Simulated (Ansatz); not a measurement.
## Dielectric response of CdS (110) films

Wanted: ε of zincblende CdS (110) by finite fields on slabs, and the band edges against the vacuum where run.

Calculated with Ansatz 0.2.0; plane-wave DFT, PBEsol, Ansatz PAW.

## 1. Starting point

The cell holds 10 atoms: 5 Cd and 5 S. Its edges and angles: a = 4.115 Å, b = 5.820 Å, c = 26.231 Å, α = 90.0°, β = 90.0°, γ = 90.0°. It derives from CdS (zincblende CdS). Vacuum lies along c.

## 2. Relaxation, 10 atoms, units 5

The structure is relaxed first, because levels and dipoles at a surface follow the positions of the outer atoms.

File input.yaml:

```yaml
crystal:
  lattice:
    - [4.11536147, 0.0, 0.0]
    - [0.0, 5.82, 0.0]
    - [0.0, 0.0, 26.230722933]
  atoms:
    - { symbol: Cd, position: [0.5, 0.5, 0.34310911] }
    - { symbol: S, position: [0.0, 0.75, 0.34310911] }
    - { symbol: Cd, position: [0.0, 0.0, 0.421554555] }
    - { symbol: S, position: [0.5, 0.25, 0.421554555] }
    - { symbol: Cd, position: [0.5, 0.5, 0.5] }
    - { symbol: S, position: [0.0, 0.75, 0.5] }
    - { symbol: Cd, position: [0.0, 0.0, 0.578445445] }
    - { symbol: S, position: [0.5, 0.25, 0.578445445] }
    - { symbol: Cd, position: [0.5, 0.5, 0.65689089] }
    - { symbol: S, position: [0.0, 0.75, 0.65689089] }
kpoints:
  mp_grid: { grid: [6, 6, 1] }
hamiltonian:
  xc: pbesol
scf:
  occupations: { method: fixed }
  convergence: { dr2_threshold: 1.0e-09 }
efield:
  axis: 3
  dipole_correction: true
  ramp_position: 0.97
  ramp_width: 0.06
relax:
  f_tol: 0.003
  max_steps: 100
output:
  write_potential: true
  write_density: true
  volumetric_format: npy
```

Command:

```sh
$ ansatz run input.yaml --threads 4 --pin off --max-ram 12288MiB --backend cpu --events-out ev --progress --plain --runs-dir out
```

Numbers of over 12 decimals in the logs are rounded to 6 here.

The log of the run:

```text
Engine: ansatz 0.2.0, aarch64-unknown-linux-gnu
Pseudopotentials: kind: paw
Pseudopotential: Cd, paw, valence charge 20, recommended cutoff 420 eV (normal), Cd.paw.azcp
Pseudopotential: S, paw, valence charge 6, recommended cutoff 420 eV (normal), S.paw.azcp
Functional definition: PBEsol
  exchange = pbesol_x
  correlation = pbesol_c
Crystal: 10 atoms, lattice volume = 628.263 Å³
Basis set: ecut = 420 eV, 12221 PW (Γ), exchange–correlation on 60×80×360 points (8 copies of the dense FFT grid, shifted against one another)
Bands: 78, of which v1, the nominal top of the filled ones, is band 65 counted from 1 (64 counted from 0)
Symmetry: 2 space group operations
k-points: 16 of 36 (time reversal used)
Non-local potential: Cd, projectors of the file, l = 0: 3, l = 1: 2, l = 2: 2, l = 3: 1
Non-local potential: S, projectors of the file, l = 0: 2, l = 1: 2, l = 2: 2
PAW form: soft (Blöchl's): semilocal exchange-correlation on the pseudo side does not see the compensation charge
PAW frozen core: Cd, regenerated for the run's functional, and the local potential with it (the file was generated under x = pbe(κ = 0.804, μ = 0.219515), c = pbe(β = 0.066725))
PAW frozen core: S, regenerated for the run's functional, and the local potential with it (the file was generated under x = pbe(κ = 0.804, μ = 0.219515), c = pbe(β = 0.066725))
PAW one-centre angular grid: Cd, 590 points (default); XC on 64 Gauss nodes
PAW one-centre angular grid: S, 110 points (default); XC on 64 Gauss nodes
Initial density: superposition of atomic densities (neutral atoms: chi_scale 0, normalization atom), corrected by the library's trained network
Initial wavefunctions: pseudopotential atomic-orbital guess
Functional: x = pbesol(κ = 0.804, μ = 0.123457), c = pbesol(β = 0.046)
SCF iter   1: F=—  HF=-45349.025731 eV  |F-HF|=—  |Δ(HF+E_count)|=         —  Δρ=3.04e-3  dr2=8.52e-2  ethr=1.77e-3  p=0.000 e·Å  D=3.51e-14 V/Å  ΔV_dip=-0.00 eV  dr2_dipole=5.92e-9  V_vac-E_F(+/−)=5.17/5.17 eV  ⟨swp⟩=5.3  Hψ=4323  notcnv=0  defer=176
efield: sawtooth ramp at fractional position 0.9700 (set: `efield.ramp_position`, or a place that a band, a saddle search or an elastic batch's reference lends), width 0.0600; the density the first Hamiltonian is built on has a dipole p = 0.000 e·Å; the dipole correction subtracts the counter field D = 3.51e-14 V/Å, which shifts the + side's vacuum level by -0.00 eV against the − side's; the planar-averaged density in the ramp window peaks in size at 2.4e-6 e/Å³
preconditioner: auto → Resta (q_TF=auto, 2.098 Å⁻¹)  ε∞=2.7  [insulator: Δε(μ)=0.942 eV  Ē_g=10.793 eV  n_scr=100 (ndim 8)  ℏωp=14.1 eV  f_vac=0.584  ε∞_Penn≈2.7  vacuum switching on, ρ_ref=8.4e-3 e/Å³]
SCF iter   2: F=—  HF=-45349.003414 eV  |F-HF|=—  |Δ(HF+E_count)|=   2.23e-2  Δρ=8.29e-4  dr2=6.21e-3  ethr=6.55e-5  p=-0.000 e·Å  D=-1.16e-5 V/Å  ΔV_dip=0.00 eV  dr2_dipole=9.54e-9  V_vac-E_F(+/−)=5.31/5.31 eV  ⟨swp⟩=2.5  Hψ=2129  notcnv=0  defer=176
density mixer auto → msr1: gapped (density of states about μ 0.14 of a free-electron gas's, 100 screened modes)
SCF iter   3: F=—  HF=-45349.002736 eV  |F-HF|=—  |Δ(HF+E_count)|=   6.78e-4  Δρ=3.25e-4  dr2=8.44e-4  ethr=4.78e-6  p=0.000 e·Å  D=7.23e-6 V/Å  ΔV_dip=-0.00 eV  dr2_dipole=4.98e-9  V_vac-E_F(+/−)=5.28/5.28 eV  ⟨swp⟩=2.1  Hψ=1849  notcnv=0  defer=176
SCF iter   4: F=—  HF=-45349.002804 eV  |F-HF|=—  |Δ(HF+E_count)|=   6.84e-5  Δρ=1.35e-4  dr2=1.29e-4  ethr=6.49e-7  p=-0.000 e·Å  D=-4.44e-6 V/Å  ΔV_dip=0.00 eV  dr2_dipole=1.57e-9  V_vac-E_F(+/−)=5.29/5.29 eV  ⟨swp⟩=2.0  Hψ=1502  notcnv=0  defer=176
SCF iter   5: F=—  HF=-45349.002864 eV  |F-HF|=—  |Δ(HF+E_count)|=   5.97e-5  Δρ=3.61e-5  dr2=1.13e-5  ethr=9.92e-8  p=0.000 e·Å  D=5.94e-6 V/Å  ΔV_dip=-0.00 eV  dr2_dipole=3.07e-9  V_vac-E_F(+/−)=5.28/5.28 eV  ⟨swp⟩=2.2  Hψ=1741  notcnv=0  defer=173
SCF iter   6: F=—  HF=-45349.002936 eV  |F-HF|=—  |Δ(HF+E_count)|=   7.24e-5  Δρ=1.32e-5  dr2=1.19e-6  ethr=8.67e-9  p=-0.000 e·Å  D=-3.41e-6 V/Å  ΔV_dip=0.00 eV  dr2_dipole=9.80e-10  V_vac-E_F(+/−)=5.28/5.28 eV  ⟨swp⟩=2.0  Hψ=1967  notcnv=0  defer=160
SCF iter   7: F=—  HF=-45349.002938 eV  |F-HF|=—  |Δ(HF+E_count)|=   1.89e-6  Δρ=4.18e-6  dr2=1.11e-7  ethr=9.14e-10  p=0.000 e·Å  D=4.88e-6 V/Å  ΔV_dip=-0.00 eV  dr2_dipole=2.03e-9  V_vac-E_F(+/−)=5.28/5.28 eV  ⟨swp⟩=2.0  Hψ=1846  notcnv=0  defer=160
SCF iter   8: F=—  HF=-45349.002938 eV  |F-HF|=—  |Δ(HF+E_count)|=   1.05e-7  Δρ=1.06e-6  dr2=9.79e-9  ethr=8.55e-11  p=-0.000 e·Å  D=-4.08e-6 V/Å  ΔV_dip=0.00 eV  dr2_dipole=1.42e-9  V_vac-E_F(+/−)=5.28/5.28 eV  ⟨swp⟩=2.0  Hψ=1861  notcnv=0  defer=160
SCF iter   9: F=—  HF=-45349.002938 eV  |F-HF|=—  |Δ(HF+E_count)|=   5.91e-9  Δρ=3.27e-7  dr2=1.98e-9  ethr=1.00e-12  p=0.000 e·Å  D=2.93e-6 V/Å  ΔV_dip=-0.00 eV  dr2_dipole=7.41e-10  V_vac-E_F(+/−)=5.28/5.28 eV  ⟨swp⟩=8.4  Hψ=7086  notcnv=0
SCF iter  10: F=-45349.002938 eV  HF=-45349.002938 eV  |F-HF|=1.09e-10  |Δ(HF+E_count)|=  6.77e-10  Δρ=1.61e-7  dr2=2.83e-10  ethr=1.00e-12  p=-0.000 e·Å  D=-9.46e-7 V/Å  ΔV_dip=0.00 eV  dr2_dipole=7.75e-11  V_vac-E_F(+/−)=5.28/5.28 eV  ⟨swp⟩=8.2  Hψ=6375  notcnv=0
SCF 1 converged in 10 iterations: F = -45349.002938 eV  dr2 = 2.83e-10
  greatest PAW one-centre occupation: 1.000 electrons in one spin orbital (limit 2), on the Cd atom at site 2 (counted from 0), in its partial waves of l = 0
relax step   1: F+E_penalty+E_count = -45349.00293805 eV  Δ(F+E_penalty+E_count) = +0.000e0 eV  max|allowed force component| = 9.832e-1 eV/Å  Δτ_max = 0.0000 Å  (10 SCF iters, accepted)
Initial density: handed on by an earlier stage of this run
Initial wavefunctions: those handed on with the density
iter 1 solved again at ethr=9.82e-5 eV; its pass at ethr=3.10e-3 eV (dr2=1.28e-1 eV) is discarded
SCF iter   1: F=—  HF=-45349.546638 eV  |F-HF|=—  |Δ(HF+E_count)|=         —  Δρ=3.13e-3  dr2=1.23e-1  ethr=9.82e-5  p=-0.000 e·Å  D=-9.46e-7 V/Å  ΔV_dip=0.00 eV  dr2_dipole=1.13e-10  V_vac-E_F(+/−)=5.29/5.29 eV  ⟨swp⟩=1.8  Hψ=4470  notcnv=0  defer=173
efield: sawtooth ramp at fractional position 0.9700 (set: `efield.ramp_position`, or a place that a band, a saddle search or an elastic batch's reference lends), width 0.0600; the density the first Hamiltonian is built on has a dipole p = -0.000 e·Å; the dipole correction subtracts the counter field D = -9.46e-7 V/Å, which shifts the + side's vacuum level by +0.00 eV against the − side's; the planar-averaged density in the ramp window peaks in size at 1.4e-7 e/Å³
[...]
SCF 3 converged in 10 iterations: F = -45349.761641 eV  dr2 = 1.99e-10
  greatest PAW one-centre occupation: 1.000 electrons in one spin orbital (limit 2), on the Cd atom at site 8 (counted from 0), in its partial waves of l = 0
relax step   3: F+E_penalty+E_count = -45349.76164141 eV  Δ(F+E_penalty+E_count) = -2.344e-1 eV  max|allowed force component| = 2.604e-1 eV/Å  Δτ_max = 0.1990 Å  (10 SCF iters, accepted)
[...]
relax step   4: F+E_penalty+E_count = -45349.80716395 eV  Δ(F+E_penalty+E_count) = -4.552e-2 eV  max|allowed force component| = 3.348e-2 eV/Å  Δτ_max = 0.1587 Å  (9 SCF iters, accepted)
[...]
relax step   5: F+E_penalty+E_count = -45349.80776560 eV  Δ(F+E_penalty+E_count) = -6.016e-4 eV  max|allowed force component| = 1.178e-2 eV/Å  Δτ_max = 0.0125 Å  (8 SCF iters, accepted)
SCF iter   1: F=—  HF=-45349.807801 eV  |F-HF|=—  |Δ(HF+E_count)|=         —  Δρ=7.85e-5  dr2=4.26e-5  ethr=3.42e-7  p=0.000 e·Å  D=2.36e-8 V/Å  ΔV_dip=-0.00 eV  dr2_dipole=1.95e-13  V_vac-E_F(+/−)=5.95/5.95 eV  ⟨swp⟩=3.1  Hψ=2428  notcnv=0  defer=176
efield: sawtooth ramp at fractional position 0.9700 (set: `efield.ramp_position`, or a place that a band, a saddle search or an elastic batch's reference lends), width 0.0600; the density the first Hamiltonian is built on has a dipole p = 0.000 e·Å; the dipole correction subtracts the counter field D = 2.36e-8 V/Å, which shifts the + side's vacuum level by -0.00 eV against the − side's; the planar-averaged density in the ramp window peaks in size at 9.1e-8 e/Å³
preconditioner: auto → Resta (q_TF=auto, 2.098 Å⁻¹)  ε∞=2.6  [insulator: Δε(μ)=1.543 eV  Ē_g=11.050 eV  n_scr=100 (ndim 8)  ℏωp=14.1 eV  f_vac=0.598  ε∞_Penn≈2.6  vacuum switching on, ρ_ref=8.9e-3 e/Å³]
SCF iter   2: F=—  HF=-45349.807778 eV  |F-HF|=—  |Δ(HF+E_count)|=   2.34e-5  Δρ=4.10e-5  dr2=7.93e-6  ethr=3.28e-8  p=-0.000 e·Å  D=-4.52e-8 V/Å  ΔV_dip=0.00 eV  dr2_dipole=1.39e-14  V_vac-E_F(+/−)=5.95/5.95 eV  ⟨swp⟩=2.0  Hψ=1620  notcnv=0  defer=174  κ⁻¹=1.0e0(r=1)
density mixer auto → broyden: gapped, where msr1 would fit the directions that read negative (density of states about μ 0.04 of a free-electron gas's, 100 screened modes)
SCF iter   3: F=—  HF=-45349.807822 eV  |F-HF|=—  |Δ(HF+E_count)|=   4.42e-5  Δρ=1.64e-5  dr2=1.16e-6  ethr=6.10e-9  p=-0.000 e·Å  D=-1.57e-8 V/Å  ΔV_dip=0.00 eV  dr2_dipole=1.63e-15  V_vac-E_F(+/−)=5.95/5.95 eV  ⟨swp⟩=2.7  Hψ=1843  notcnv=0  defer=91  κ⁻¹=1.2e-1(r=2)
SCF iter   4: F=—  HF=-45349.807822 eV  |F-HF|=—  |Δ(HF+E_count)|=   1.06e-8  Δρ=3.92e-6  dr2=9.72e-8  ethr=8.96e-10  p=-0.000 e·Å  D=-2.33e-8 V/Å  ΔV_dip=0.00 eV  dr2_dipole=3.98e-15  V_vac-E_F(+/−)=5.95/5.95 eV  ⟨swp⟩=2.0  Hψ=1371  notcnv=0  defer=91  κ⁻¹=1.8e-2(r=3)
SCF iter   5: F=—  HF=-45349.807822 eV  |F-HF|=—  |Δ(HF+E_count)|=   1.93e-8  Δρ=1.30e-6  dr2=8.65e-9  ethr=7.48e-11  p=-0.000 e·Å  D=-1.31e-8 V/Å  ΔV_dip=0.00 eV  dr2_dipole=1.23e-15  V_vac-E_F(+/−)=5.95/5.95 eV  ⟨swp⟩=2.6  Hψ=1818  notcnv=0  defer=91  κ⁻¹=5.6e-4(r=4)
SCF iter   6: F=-45349.807822 eV  HF=-45349.807822 eV  |F-HF|=1.39e-9  |Δ(HF+E_count)|=   8.45e-9  Δρ=4.82e-7  dr2=9.57e-10  ethr=1.00e-12  p=-0.000 e·Å  D=-1.96e-8 V/Å  ΔV_dip=0.00 eV  dr2_dipole=1.20e-14  V_vac-E_F(+/−)=5.95/5.95 eV  ⟨swp⟩=6.0  Hψ=7120  notcnv=0
SCF 6 converged in 6 iterations: F = -45349.807822 eV  dr2 = 9.57e-10
relax step   6: F+E_penalty+E_count = -45349.80782236 eV  Δ(F+E_penalty+E_count) = -5.677e-5 eV  max|allowed force component| = 2.559e-3 eV/Å  Δτ_max = 0.0029 Å  (6 SCF iters, accepted)
NSCF: frozen V_eff on 16 k-points
the band table was solved once a step of the walk had ended and its energy, with any forces and stress, was formed, with the checks that follow a solve (6875 applications of the Hamiltonian). They found nothing against the state; the energy, forces and stress were not computed again (output.eigenvalues in the input reference)
WARN: The output density's exchange-correlation potential varies sharply where the density is thin. Do not read a vacuum level from v_tot or v_xc, or from such a field of the output density. On a cell that repeats whose density bears no net charge and no dipole along the vacuum's axis use v_es (v_loc + v_h of the components); under efield.dipole_correction with no amplitude use v_es + v_field, which holds any externa [...]
SCF converged after 6 iterations
Stability not checked: this state was not tested for a lower state beside it, because the mixer in use, unlike msr1, does not test its closes by its own steps (another_mixer; see scf.mixing.algorithm and scf.lower_state_search)
Free energy (F): -45349.807822 eV
Harris-Foulkes:  -45349.807822 eV  (|F-HF|=1.39e-9)
Internal energy: -45349.807822 eV  (E = F + TS)
E sigma→0 (E₀):  -45349.807822 eV
Fermi energy:    -0.907184 eV
Dipole field:    D = 0.000000 V/Å  (p = 0.000000 e·Å, saw-weighted, corrected)
Work function:   Φ+ = 5.9472 eV   Φ− = 5.9472 eV
Levels:          The Fermi level and band energies are counted from a zero that moves with the ramp; work functions are not
--- Per-component energies (eV) ---
  E_band       = -3548.200894
  E_kinetic    = 3054.886002
  E_local      = -131731.947149  (includes V_loc(G=0)·N_el)
  E_nonlocal   = 326.633701
  E_hartree    = 64531.716840
  E_xc         = -1354.965945
  E_vxc        = -1538.002223  (∫ρ·V_xc dr)
  E_paw        = -22990.441858  (= ΣΔE_a)
  E_vpaw       = -2723.207120  (= ΣTr[D̂ρ^β])
  E_aug_tail   = 0.000071  (compensation charges beyond the density's cutoff)
  E_efield     = 0.000000  (sawtooth field / dipole correction)
  E_vefield    = 0.000000  (∫n·V_field dr)
  E_ewald      = 42812.290971
  E_core_change = 2.019545  (= ΣΔE_core)
  E_smearing   = -0.000000  (= −TS)
  E_closure    = -0.000000  (closes the sum)
  Σ components = -45349.807822   (vs F -45349.807822, Δ=0.00e0)
--- Forces (eV/Å), atoms counted from 1 ---
  atom   1  Cd     0.00000000     0.00253036    -0.00092046
  atom   2  S      0.00000000    -0.00133499     0.00021750
  atom   3  Cd    -0.00000000     0.00143163     0.00046991
  atom   4  S     -0.00000000    -0.00255872     0.00161241
  atom   5  Cd     0.00000000     0.00024301     0.00000027
  atom   6  S     -0.00000000    -0.00037918    -0.00000030
  atom   7  Cd    -0.00000000     0.00143170    -0.00046944
  atom   8  S     -0.00000000    -0.00255874    -0.00161286
  atom   9  Cd     0.00000000     0.00253051     0.00092064
  atom  10  S      0.00000000    -0.00133495    -0.00021766
  max |Σ_I F_I| component: 6.35e-7 eV/Å
--- Band table (eV; the first three rows and the last of 16) ---
  k-point 0: bands = [... 61 lower, -1.1831, -1.1394, -1.0516, -0.9072, 0.6363, 1.6624, 2.4811, 2.7716, ... 9 higher]
  k-point 1: bands = [... 61 lower, -1.2724, -1.1696, -1.1345, -1.0436, 0.9958, 1.6924, 2.4266, 2.7574, ... 9 higher]
  k-point 2: bands = [... 61 lower, -1.3960, -1.3777, -1.3543, -1.2668, 1.7442, 1.8672, 2.1886, 2.6923, ... 9 higher]
  k-point 15: bands = [... 61 lower, -2.1700, -1.9062, -1.5608, -1.5514, 2.1159, 2.5525, 2.8972, 3.6631, ... 9 higher]
--- Relaxed structure (6 steps of the walk, 6 accepted, 0 SCFs on fresh bases) ---
  F+E_penalty+E_count = -45349.80782236 eV   max|allowed force component| = 2.559e-3 eV/Å
  atoms:
    - { symbol: Cd, position: [0.5, 0.551505, 0.360310] }
    - { symbol: S, position: [-3.8647427328754586e-18, 0.752389, 0.337118] }
    - { symbol: Cd, position: [-5.608092370480735e-18, -0.021260, 0.418347] }
    - { symbol: S, position: [0.5, 0.230765, 0.422054] }
    - { symbol: Cd, position: [0.5, 0.484562, 0.500000] }
    - { symbol: S, position: [-1.7838270916552318e-18, 0.738639, 0.500000] }
    - { symbol: Cd, position: [-1.0678463387461743e-18, -0.021260, 0.581653] }
    - { symbol: S, position: [0.5, 0.230765, 0.577946] }
    - { symbol: Cd, position: [0.5, 0.551505, 0.639690] }
    - { symbol: S, position: [4.615009433237731e-18, 0.752389, 0.662882] }
```

The job ended after 1.9 min (4 threads of Arm Neoverse V1, shared host; peak memory 1.5 GiB; 7.5 min of CPU time).

Relaxation path:

```tsv
step	energy less that of the first step (eV)	largest force component (eV/Å)
1	0.0000	0.9832
2	-0.5243	0.5762
3	-0.7587	0.2604
4	-0.8042	0.0335
5	-0.8048	0.0118
6	-0.8049	0.0026
```

The run keeps the 2 symmetry operations that it works with, so distortions that break them were not tested.

The atoms that moved most (Å):

```tsv
atom	dx	dy	dz	length
Cd9	0.000	0.300	-0.451	0.542
Cd1	0.000	0.300	0.451	0.542
S10	0.000	0.014	0.157	0.158
S2	0.000	0.014	-0.157	0.158
Cd3	0.000	-0.124	-0.084	0.150
Cd7	0.000	-0.124	0.084	0.150
S4	0.000	-0.112	0.013	0.113
S8	0.000	-0.112	-0.013	0.113
```

Numbers from this step:

- gap on the k-mesh: 1.543 eV
- dipole along the normal: 2.21e-7 e·Å
- ionisation energy, upper face: 5.947 eV
- electron affinity, upper face: 4.404 eV

Running mean over 2.058 Å of the planar mean; the ramp of the sawtooth is left out. The electron's electrostatic potential energy less the highest filled level by z:

```tsv
z (Å)	electron's electrostatic potential energy less the highest filled level (eV)
4	5.95
5	5.95
6	5.93
7	5.65
8	2.89
9	-0.541
10	-2.03
11	-1.88
12	-1.18
13	-1.17
14	-1.15
15	-1.61
16	-2.16
17	-1.00
18	1.92
19	5.34
20	5.92
21	5.95
22	5.95
23	5.95
```

The relaxation took 6 steps and lowered the energy by 0.80 eV; the largest force on the free atoms ends at 0.0026 eV/Å.

The gap is 1.54 eV, with the valence edge 5.95 eV and the conduction edge 4.40 eV under the upper vacuum level.

## 3. The relaxed film, single point, 10 atoms, units 5

The film was relaxed beforehand; a single point on the relaxed positions gives its levels and potential.

input.yaml, the sections that differ from step 2:

```yaml
crystal:
  lattice:
    - [4.11536147, 0.0, 0.0]
    - [0.0, 5.82, 0.0]
    - [0.0, 0.0, 26.230722933]
  atoms:
    - { symbol: Cd, position: [0.5, 0.5515053542, 0.3603099812] }
    - { symbol: S, position: [0.0, 0.7523892407, 0.3371175403] }
    - { symbol: Cd, position: [0.0, -0.0212596983, 0.4183465361] }
    - { symbol: S, position: [0.5, 0.2307645537, 0.4220544883] }
    - { symbol: Cd, position: [0.5, 0.4845623672, 0.4999999998] }
    - { symbol: S, position: [0.0, 0.7386387106, 0.5000000005] }
    - { symbol: Cd, position: [0.0, -0.0212596942, 0.5816534625] }
    - { symbol: S, position: [0.5, 0.230764558, 0.5779455132] }
    - { symbol: Cd, position: [0.5, 0.5515053615, 0.6396900184] }
    - { symbol: S, position: [0.0, 0.7523892467, 0.6628824597] }
output:
  eigenvalues: true
  write_potential: true
  write_density: true
  volumetric_format: npy
# kpoints, hamiltonian, scf, efield: as in step 2
# relax: removed
```

The log of the run:

```text
[...]
Crystal: 10 atoms, lattice volume = 628.263 Å³
Basis set: ecut = 420 eV, 12221 PW (Γ)
Bands: 78, of which v1, the nominal top of the filled ones, is band 65 counted from 1 (64 counted from 0)
Symmetry: 2 space group operations
k-points: 16 of 36 (time reversal used)
[...]
SCF iter   1: F=—  HF=-45349.834766 eV  |F-HF|=—  |Δ(HF+E_count)|=         —  Δρ=3.22e-3  dr2=9.45e-2  ethr=1.77e-3  p=-0.000 e·Å  D=-6.37e-9 V/Å  ΔV_dip=0.00 eV  dr2_dipole=1.32e-9  V_vac-E_F(+/−)=5.74/5.74 eV  ⟨swp⟩=5.6  Hψ=4535  notcnv=0  defer=171
[...]
SCF iter  10: F=-45349.808108 eV  HF=-45349.808108 eV  |F-HF|=2.47e-10  |Δ(HF+E_count)|=  2.18e-10  Δρ=1.28e-7  dr2=3.33e-10  ethr=1.00e-12  p=0.000 e·Å  D=1.24e-6 V/Å  ΔV_dip=-0.00 eV  dr2_dipole=1.20e-10  V_vac-E_F(+/−)=5.95/5.95 eV  ⟨swp⟩=3.0  Hψ=2499  notcnv=0
SCF 1 converged in 10 iterations: F = -45349.808108 eV  dr2 = 3.33e-10
[...]
SCF converged after 10 iterations
Free energy (F): -45349.808108 eV
[...]
Internal energy: -45349.808108 eV  (E = F + TS)
E sigma→0 (E₀):  -45349.808108 eV
Fermi energy:    -0.907238 eV
Dipole field:    D = -0.000007 V/Å  (p = -0.000025 e·Å, saw-weighted, corrected)
Work function:   Φ+ = 5.9473 eV   Φ− = 5.9471 eV
[...]
--- Band table (eV; the first three rows and the last of 16) ---
  k-point 0: bands = [... 61 lower, -1.1832, -1.1395, -1.0517, -0.9072, 0.6362, 1.6623, 2.4810, 2.7715, ... 9 higher]
  k-point 1: bands = [... 61 lower, -1.2725, -1.1696, -1.1345, -1.0436, 0.9958, 1.6922, 2.4264, 2.7574, ... 9 higher]
  k-point 2: bands = [... 61 lower, -1.3960, -1.3777, -1.3543, -1.2669, 1.7442, 1.8672, 2.1885, 2.6922, ... 9 higher]
  k-point 15: bands = [... 61 lower, -2.1701, -1.9063, -1.5608, -1.5514, 2.1158, 2.5525, 2.8970, 3.6630, ... 9 higher]
```

Elapsed: 30 s, on 4 threads; peak memory 1.7 GiB; 2 min of CPU time.

This step gave:

```
dipole along the normal : -2.46e-5 e·Å
```

Running mean over 2.058 Å of the planar mean; the ramp of the sawtooth is left out. The electron's electrostatic potential energy less the highest filled level by z:

```tsv
z (Å)	electron's electrostatic potential energy less the highest filled level (eV)
3.5	5.95
4.0	5.95
4.5	5.95
5.0	5.95
5.5	5.94
6.0	5.93
6.5	5.88
7.0	5.65
7.5	4.71
8.0	2.89
8.5	0.871
9.0	-0.541
9.5	-1.43
10.0	-2.03
10.5	-2.20
11.0	-1.88
11.5	-1.39
12.0	-1.18
12.5	-1.14
13.0	-1.17
13.5	-1.15
14.0	-1.15
14.5	-1.27
15.0	-1.61
15.5	-2.12
16.0	-2.16
16.5	-1.75
17.0	-1.00
17.5	0.137
18.0	1.92
18.5	3.96
19.0	5.34
19.5	5.81
20.0	5.92
20.5	5.94
21.0	5.95
21.5	5.95
22.0	5.95
22.5	5.95
23.0	5.95
```

The gap is 1.54 eV, with the valence edge 5.95 eV and the conduction edge 4.40 eV under the upper vacuum level.

(Continued in part 2 of 4.)

[Logs are printed without paths, hosts, clocks, repeated set-up lines and the standing remarks that a program may print on its own settings, such as how far it seeks lower states.]

[Hosts, paths, dates, database ids (printed as entryN), source tags and the programs' standing remarks are cut or masked in the printed files.]

[Maps of the electrostatic potential energy from Ansatz leave out the sawtooth potential of an applied field or a dipole correction, so their vacuum need not be flat; planar profiles and work functions include it.]
